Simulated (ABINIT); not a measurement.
# InAs (F-43m) in ABINIT: notebook

The runs below take InAs through equation of state, band structure, with PBEsol.

All numbers are computed with ABINIT 10.8.3 (patched build); they aren't measurements. Logs are shortened: lines on timing, memory, paths and dates and some standing lists are left out, and cuts for length are marked. The log counts tension as positive stress, the text compression.

**What was measured.**

From a printed reference work, data compilation, for a bulk crystal of InAs at 4.2 K: band gap 0.418 eV (direct).

How close the calculation comes is told below.

### Step 1. Starting point

Symmetry: F-43m, No. 216, cubic system. The conventional cell has a = 6.036 Å, b = 6.036 Å, c = 6.036 Å, α = 90.00°, β = 90.00°, γ = 90.00°. In (site symmetry -43m) is surrounded by 4 As at 2.61 Å. As (site symmetry -43m) has 4 In at 2.61 Å as nearest neighbours.

### Step 2. Equation of state, PBEsol

run.abi

```
ndtset 7
getwfk -1
scalecart1 3*0.9795861087
scalecart2 3*0.9864848297
scalecart3 3*0.9932883884
scalecart4 3*1.0000000000
scalecart5 3*1.0066227096
scalecart6 3*1.0131594038
scalecart7 3*1.0196128224

pp_dirpath "./"
pseudos "In.GGA_PBE-JTH.xml, As.GGA_PBE-JTH.xml"

acell 3*1.0
rprim
     0.0000000000     5.7031934441     5.7031934441
     5.7031934441     0.0000000000     5.7031934441
     5.7031934441     5.7031934441     0.0000000000
ntypat 2
znucl 49 33
natom 2
typat 1 2
xred
     0.0000000000     0.0000000000     0.0000000000
     0.7500000000     0.7500000000     0.7500000000

ecut 12.0
pawecutdg 24.0

kptopt 1
ngkpt 8 8 8
nshiftk 1
shiftk 0.0 0.0 0.0

ixc -116133

nband 18
occopt 3
tsmear 0.00183747

nstep 100
tolvrs 1.0e-9

iomode 3
prtwf 1
prtden 0
prteig 0
prtebands 0
enunit 1
```

Potentials or basis: JTH PAW PBE v2.0.

Run with:

```
$ abinit run.abi > log 2>&1
```

run.abo:

```text
.Version 10.8.3 of ABINIT
 DATASET    1 : space group F-4 3 m (#216); Bravais cF (face-center cubic)
================================================================================
 Values of the parameters that define the memory need for DATASET  1.
     intxc =       0    ionmov =       0      iscf =      17    lmnmax =      18
     lnmax =       6     mgfft =      27  mpssoang =       3    mqgrid =    3001
     natom =       2  nloc_mem =       2    nspden =       1   nspinor =       1
    nsppol =       1      nsym =      24    n1xccc =       1    ntypat =       2
    occopt =       3   xclevel =       2
       mpw =         702          nfft =       19683          nkpt =          29
 PAW method is used; the additional fine FFT grid is defined by:
   mgfftf=        36    nfftf =     46656
================================================================================
================================================================================
[... 71 lines left out ...]
 DATASET    7 : space group F-4 3 m (#216); Bravais cF (face-center cubic)
================================================================================
 Values of the parameters that define the memory need for DATASET  7.
     intxc =       0    ionmov =       0      iscf =      17    lmnmax =      18
     lnmax =       6     mgfft =      27  mpssoang =       3    mqgrid =    3001
     natom =       2  nloc_mem =       2    nspden =       1   nspinor =       1
    nsppol =       1      nsym =      24    n1xccc =       1    ntypat =       2
    occopt =       3   xclevel =       2
       mpw =         799          nfft =       19683          nkpt =          29
 PAW method is used; the additional fine FFT grid is defined by:
   mgfftf=        40    nfftf =     64000
================================================================================
================================================================================

--------------------------------------------------------------------------------
------------- Echo of variables that govern the present computation ------------
--------------------------------------------------------------------------------
 -outvars: echo values of preprocessed input variables --------
            acell      1.0000000000E+00  1.0000000000E+00  1.0000000000E+00 Bohr
              amu      1.14820000E+02  7.49215900E+01
             ecut      1.20000000E+01 Hartree
           enunit           1
           getwfk          -1
              ixc     -116133
           jdtset        1    2    3    4    5    6    7
         kptrlatt        8    0    0      0    8    0      0    0    8
          kptrlen1     6.32070767E+01
          kptrlen2     6.36522117E+01
          kptrlen3     6.40912063E+01
          kptrlen4     6.45242681E+01
          kptrlen5     6.49515936E+01
          kptrlen6     6.53733690E+01
          kptrlen7     6.57897712E+01
            natom           2
            nband          18
           ndtset           7
            ngfft          27      27      27
          ngfftdg1         36      36      36
          ngfftdg2         36      36      36
          ngfftdg3         36      36      36
          ngfftdg4         36      36      36
          ngfftdg5         36      36      36
          ngfftdg6         40      40      40
          ngfftdg7         40      40      40
             nkpt          29
            nstep         100
             nsym          24
           ntypat           2
           occopt           3
        pawecutdg      2.40000000E+01 Hartree
         pawxcdev           0
           prtden           0
        prtebands           0
           prteig           0
            rprim1     0.0000000000E+00  5.5867690731E+00  5.5867690731E+00
                       5.5867690731E+00  0.0000000000E+00  5.5867690731E+00
                       5.5867690731E+00  5.5867690731E+00  0.0000000000E+00
            rprim2     0.0000000000E+00  5.6261138134E+00  5.6261138134E+00
                       5.6261138134E+00  0.0000000000E+00  5.6261138134E+00
                       5.6261138134E+00  5.6261138134E+00  0.0000000000E+00
            rprim3     0.0000000000E+00  5.6649158248E+00  5.6649158248E+00
                       5.6649158248E+00  0.0000000000E+00  5.6649158248E+00
                       5.6649158248E+00  5.6649158248E+00  0.0000000000E+00
            rprim4     0.0000000000E+00  5.7031934441E+00  5.7031934441E+00
[... 31 lines left out ...]
                       8.3801536096E+00  8.3801536096E+00  8.3801536096E+00
            xcart2     0.0000000000E+00  0.0000000000E+00  0.0000000000E+00
                       8.4391707202E+00  8.4391707202E+00  8.4391707202E+00
            xcart3     0.0000000000E+00  0.0000000000E+00  0.0000000000E+00
                       8.4973737372E+00  8.4973737372E+00  8.4973737372E+00
            xcart4     0.0000000000E+00  0.0000000000E+00  0.0000000000E+00
                       8.5547901661E+00  8.5547901661E+00  8.5547901661E+00
            xcart5     0.0000000000E+00  0.0000000000E+00  0.0000000000E+00
                       8.6114460571E+00  8.6114460571E+00  8.6114460571E+00
            xcart6     0.0000000000E+00  0.0000000000E+00  0.0000000000E+00
                       8.6673661044E+00  8.6673661044E+00  8.6673661044E+00
            xcart7     0.0000000000E+00  0.0000000000E+00  0.0000000000E+00
                       8.7225737463E+00  8.7225737463E+00  8.7225737463E+00
             xred      0.0000000000E+00  0.0000000000E+00  0.0000000000E+00
                       7.5000000000E-01  7.5000000000E-01  7.5000000000E-01
            znucl       49.00000   33.00000

================================================================================

 chkinp: Checking input parameters for consistency, jdtset=   1.

 chkinp: Checking input parameters for consistency, jdtset=   2.
[... 36 lines left out ...]
 getcut: wavevector=  0.0000  0.0000  0.0000  ngfft=  36  36  36
         ecut(hartree)=     24.000   => boxcut(ratio)=   2.06612

--- Pseudopotential description ------------------------------------------------
- pspini: atom type   1  psp file is ./In.GGA_PBE-JTH.xml
 Pseudopotential format is: paw10
 basis_size (lnmax)=  6 (lmn_size= 18), orbitals=   0   0   1   1   2   2
 Spheres core radius: rc_sph= 2.50644782
 Shapefunction is BESSEL type: shapef(r,l)=aa(1,l)*jl(q(1,l)*r)+aa(2,l)*jl(q(2,l)*r)
 Radius for shape functions =  1.40569481
 Compensation charge density is not taken into account in XC energy/potential

- pspini: atom type   2  psp file is ./As.GGA_PBE-JTH.xml
 Pseudopotential format is: paw10
 basis_size (lnmax)=  6 (lmn_size= 18), orbitals=   0   0   1   1   2   2
 Spheres core radius: rc_sph= 2.10391912
 Shapefunction is BESSEL type: shapef(r,l)=aa(1,l)*jl(q(1,l)*r)+aa(2,l)*jl(q(2,l)*r)
 Radius for shape functions =  1.70360438
 Compensation charge density is not taken into account in XC energy/potential

   1.37430372E+03                                ecore*ucvol(ha*bohr**3)
--------------------------------------------------------------------------------

================================================================================

--- !BeginCycle
iteration_state: {dtset: 1, }
solver: {iscf: 17, nstep: 100, nline: 4, wfoptalg: 10, }
tolerances: {tolvrs: 1.00E-09, }
...
[... 874 lines left out ...]
 getcut: wavevector=  0.0000  0.0000  0.0000  ngfft=  40  40  40
         ecut(hartree)=     24.000   => boxcut(ratio)=   2.21962

 getcut : COMMENT -
  Note that boxcut > 2.2 ; recall that boxcut=Gcut(box)/Gcut(sphere) = 2
  is sufficient for exact treatment of convolution.
  Such a large boxcut is a waste : you could raise ecut
  e.g. ecut=   29.560242 Hartrees makes boxcut=2

--------------------------------------------------------------------------------

-inwffil : will read wavefunctions from disk file runo_DS5_WFK.nc

================================================================================
[... 170 lines left out ...]
 getcut: wavevector=  0.0000  0.0000  0.0000  ngfft=  40  40  40
         ecut(hartree)=     24.000   => boxcut(ratio)=   2.20557

 getcut : COMMENT -
  Note that boxcut > 2.2 ; recall that boxcut=Gcut(box)/Gcut(sphere) = 2
  is sufficient for exact treatment of convolution.
  Such a large boxcut is a waste : you could raise ecut
  e.g. ecut=   29.187236 Hartrees makes boxcut=2

--------------------------------------------------------------------------------

-inwffil : will read wavefunctions from disk file runo_DS6_WFK.nc

================================================================================
[... 138 lines left out ...]
-Cartesian components of stress tensor (GPa)         [Pressure= -9.3535E+00 GPa]
- sigma(1 1)=  9.35348076E+00  sigma(3 2)=  0.00000000E+00
- sigma(2 2)=  9.35348076E+00  sigma(3 1)=  0.00000000E+00
- sigma(3 3)=  9.35348076E+00  sigma(2 1)=  0.00000000E+00

== END DATASET(S) ==============================================================
================================================================================

 -outvars: echo values of variables after computation  --------
            acell      1.0000000000E+00  1.0000000000E+00  1.0000000000E+00 Bohr
           etotal1    -1.7188350038E+02
           etotal2    -1.7188468579E+02
           etotal3    -1.7188548491E+02
           etotal4    -1.7188620647E+02
           etotal5    -1.7188644278E+02
           etotal6    -1.7188644856E+02
           etotal7    -1.7188621689E+02
            fcart1    -2.4098411693E-29 -2.4098411693E-29  7.2295235080E-29
                       2.4098411693E-29  2.4098411693E-29 -7.2295235080E-29
            fcart2     4.7859771637E-29  4.7859771637E-29 -1.4357931491E-28
                      -4.7859771637E-29 -4.7859771637E-29  1.4357931491E-28
            fcart3    -8.9122415046E-29 -8.9122415046E-29  2.6736724514E-28
                       8.9122415046E-29  8.9122415046E-29 -2.6736724514E-28
            fcart4    -5.9016173341E-30 -5.9016173341E-30  1.7704852002E-29
                       5.9016173341E-30  5.9016173341E-30 -1.7704852002E-29
            fcart5    -0.0000000000E+00 -0.0000000000E+00 -0.0000000000E+00
                      -0.0000000000E+00 -0.0000000000E+00 -0.0000000000E+00
[... 38 lines left out ...]
                       0.0000000000E+00  0.0000000000E+00  0.0000000000E+00
           xangst1     0.0000000000E+00  0.0000000000E+00  0.0000000000E+00
                       4.4345863111E+00  4.4345863111E+00  4.4345863111E+00
           xangst2     0.0000000000E+00  0.0000000000E+00  0.0000000000E+00
                       4.4658168210E+00  4.4658168210E+00  4.4658168210E+00
           xangst3     0.0000000000E+00  0.0000000000E+00  0.0000000000E+00
                       4.4966165312E+00  4.4966165312E+00  4.4966165312E+00
           xangst4     0.0000000000E+00  0.0000000000E+00  0.0000000000E+00
                       4.5269999969E+00  4.5269999969E+00  4.5269999969E+00
           xangst5     0.0000000000E+00  0.0000000000E+00  0.0000000000E+00
                       4.5569810033E+00  4.5569810033E+00  4.5569810033E+00
           xangst6     0.0000000000E+00  0.0000000000E+00  0.0000000000E+00
                       4.5865726179E+00  4.5865726179E+00  4.5865726179E+00
           xangst7     0.0000000000E+00  0.0000000000E+00  0.0000000000E+00
                       4.6157872439E+00  4.6157872439E+00  4.6157872439E+00
             xred      0.0000000000E+00  0.0000000000E+00  0.0000000000E+00
                       7.5000000000E-01  7.5000000000E-01  7.5000000000E-01
 Calculation completed.
```

Run time: 1.9 min. Hardware: 1 thread of Arm Neoverse V1, shared host; peak memory 0.13 GiB.

What came out:

```yaml
Equilibrium_volume: "28.35 Å³/atom (rough: see the caveat)"
Bulk_modulus: 59 GPa (rough)
```

Energy against volume, from the lowest point:
| volume (Å³/atom) | energy (meV/atom) |
| --- | --- |
| 25.840 | 40.11 |
| 26.389 | 23.98 |
| 26.939 | 13.11 |
| 27.489 | 3.29 |
| 28.039 | 0.08 |
| 28.588 | 0.00 |
| 29.138 | 3.15 |

Caveat: the cutoff is too short for stress, so the log's stress isn't used; pressures at fixed basis lie under the slope of the energies; the fit is doubtful: noisy points or a state that changes with volume; the PAW data sets were made with another functional, which shifts forces and pressure a little.

### Step 3. Band structure, PBEsol, spin-orbit coupling, no magnetisation

run.abi

```
# Datasets: ground state, then fixed potential
ndtset 2

# Pseudopotentials
pp_dirpath "./"
pseudos "In.GGA_PBE-JTH_sp.xml, As.GGA_PBE-JTH_sp.xml"

# Structure
acell 8.0655335175 8.0655335175 8.0655335175
rprim
     0.0000000000     0.7071067812     0.7071067812
     0.7071067812     0.0000000000     0.7071067812
     0.7071067812     0.7071067812     0.0000000000
ntypat 2
znucl 49 33
natom 2
typat 1 2
xred
     0.0000000000     0.0000000000     0.0000000000
     0.7500000000     0.7500000000     0.7500000000

# Plane-wave basis
ecut 15.0
pawecutdg 30.0

# Exchange and correlation
ixc -116133

# Bands and occupations
occopt 3
tsmear 0.00183747

# Spin
nspinor 2
nspden 1
pawspnorb 1

# SCF cycle
nstep 100

# Output
iomode 3
prtwf 0
prteig 0
prtebands 0
prtden1 1

# Dataset 1
kptopt1 4
ngkpt1 8 8 8
nshiftk1 1
shiftk1 0.0 0.0 0.0
nband1 16
tolvrs1 1.0e-9

# Dataset 2: bands along G-X-W-K-G-L-U-W-L-K
iscf2 -2
getden2 1
nband2 24
nbdbuf2 2
tolwfr2 1.0e-12
kptopt2 -9
ndivsm2 8
prteig2 1
prtvol2 -3
kptbounds2
     0.0000000000     0.0000000000     0.0000000000
     0.5000000000     0.0000000000     0.5000000000
     0.5000000000     0.2500000000     0.7500000000
     0.3750000000     0.3750000000     0.7500000000
     0.0000000000     0.0000000000     0.0000000000
     0.5000000000     0.5000000000     0.5000000000
     0.6250000000     0.2500000000     0.6250000000
     0.5000000000     0.2500000000     0.7500000000
     0.5000000000     0.5000000000     0.5000000000
     0.3750000000     0.3750000000     0.7500000000
```

Potentials or basis: JTH PAW PBE v2.0 sp.

Run with:

```
$ abinit run.abi > log 2>&1
```

It took 3 min on 1 thread of Arm Neoverse V1, shared host; peak memory 0.2 GiB.

The run converged. Its results:

| Quantity | Value |
| --- | --- |
| Free energy | -232.1983 eV |
| Band gap on the k mesh | none (metal or under the smearing width) |

Levels at the corners of the path, in eV from the Fermi level:
| point | band 5 | band 6 | band 7 | band 8 | band 9 | band 10 | band 11 | band 12 |
| --- | --- | --- | --- | --- | --- | --- | --- | --- |
| Γ | -0.30 | -0.30 | -0.01 | -0.01 | -0.01 | -0.01 | 3.47 | 3.47 |
| X | -2.49 | -2.49 | -2.48 | -2.48 | 1.31 | 1.31 | 1.88 | 1.88 |
| W | -3.22 | -3.12 | -3.12 | -3.00 | 4.03 | 4.13 | 4.18 | 4.24 |
| K | -3.49 | -3.48 | -2.11 | -2.11 | 1.91 | 1.92 | 4.14 | 4.19 |
| Γ | -0.30 | -0.30 | -0.01 | -0.01 | -0.01 | -0.01 | 3.47 | 3.47 |
| L | -1.27 | -1.27 | -1.01 | -1.01 | 0.81 | 0.81 | 4.45 | 4.45 |
| U | -3.49 | -3.48 | -2.11 | -2.11 | 1.91 | 1.92 | 4.14 | 4.19 |
| W | -3.22 | -3.12 | -3.12 | -3.00 | 4.03 | 4.13 | 4.18 | 4.24 |
| L | -1.27 | -1.27 | -1.01 | -1.01 | 0.81 | 0.81 | 4.45 | 4.45 |
| K | -3.49 | -3.48 | -2.11 | -2.11 | 1.91 | 1.92 | 4.14 | 4.19 |

Caveat: the cutoff is too short for stress, so the log's stress isn't used; the PAW data sets were made with another functional, which shifts forces and pressure a little; this set keeps more shells in the core, which shifts pressures and gaps; this crystal is a semiconductor, whose small gap the functional closes, so the metal is an error of the method; the atomic spheres overlap.

### Step 4. Comparison with measurements

Step 3. A measured gap of InAs is 0.418 eV (direct; 4.2 K; a printed reference work, data compilation); the calculated 0.00 eV misses it by -0.42 eV. The value is that of PBEsol on a finite k mesh, which can miss the band edges, without temperature or zero-point motion. Semilocal functionals fall short of measured gaps as a rule.
